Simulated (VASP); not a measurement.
# Ru: relaxation of cell and atoms with PBE+D3(BJ)

Crystal: Ru.

```
Ru
1.0
     2.70580    0.00000    0.00000
    -1.35290    2.34329    0.00000
     0.00000    0.00000    4.28190
Ru
2
Direct
  0.66667 0.33333 0.75000
  0.33333 0.66667 0.25000
```

```yaml
Program: VASP 6.6.1
Task: relaxation of cell and atoms
Functional: PBE
Dispersion: D3(BJ)
Potentials_or_basis: VASP PAW PBE potentials, release 64 (Ru_pv)
Cutoff: 600 eV
k_mesh: 10 × 10 × 6
Occupations: fermi-dirac, width 0.05 eV
Spin: no spin polarisation
Ladder: gaps
Further_INCAR_settings: ALGO = Normal; EDIFF = 1e-07; IBRION = 2; EDIFFG = -0.01; NSW = 60; ISIF = 3
```

- Relaxed volume: 13.45 Å³/atom
- Relaxed cell: a = 2.705 Å, b = 2.705 Å, c = 4.244 Å, α = 90.00°, β = 90.00°, γ = 120.00°
- Space group after relaxing (to 0.05 Å): P6_3/mmc (No. 194)
- Energy gained by relaxing: 2.3 meV/atom
- Ionic steps: 6
- Pressure after relaxing: 0.0 GPa
- Band gap on the k mesh: none (metal or under the smearing width)
- Dispersion energy per atom: -0.630 eV

Step by step:
```tsv
step	energy change (eV)	largest force (eV/Å)	pressure (GPa)	volume (Å³)
1	0.0000	0.0000	-3.14	27.15
2	0.0241	0.0000	10.89	26.12
3	-0.0042	0.0000	0.48	26.86
4	-0.0042	0.0000	0.56	26.85
5	-0.0042	0.0000	-0.45	26.94
6	-0.0046	0.0000	0.03	26.90
```

Final structure:
```yaml
crystal:
  lattice:
    - [2.70523, 0.00000, 0.00000]
    - [-1.35261, 2.34279, 0.00000]
    - [0.00000, 0.00000, 4.24387]
  atoms:
    - { symbol: Ru, position: [0.66667, 0.33333, 0.75000] }
    - { symbol: Ru, position: [0.33333, 0.66667, 0.25000] }
```

Levels at points of the mesh, in eV from the Fermi level:
```tsv
k point	band 12	band 13	band 14	band 15	band 16	band 17
(0.00, 0.00, 0.00)	-1.95	-1.95	-1.50	-1.50	1.18	1.18
(0.50, 0.00, 0.00)	-1.86	-1.51	1.37	1.82	1.96	4.07
(0.00, 0.00, 0.50)	-2.85	-2.71	-2.71	0.54	0.54	0.54
(0.50, 0.00, 0.50)	-1.12	0.43	0.43	1.64	1.64	3.40
```

It took 89 s on 1 thread of Intel(R) Xeon(R) Platinum 8259CL CPU @ 2.50GHz (Skylake/Cascade Lake), with other jobs on the host, peak memory 0.19 GiB.

Caveat: pairwise dispersion overbinds metals, which lowers pressure and volume.
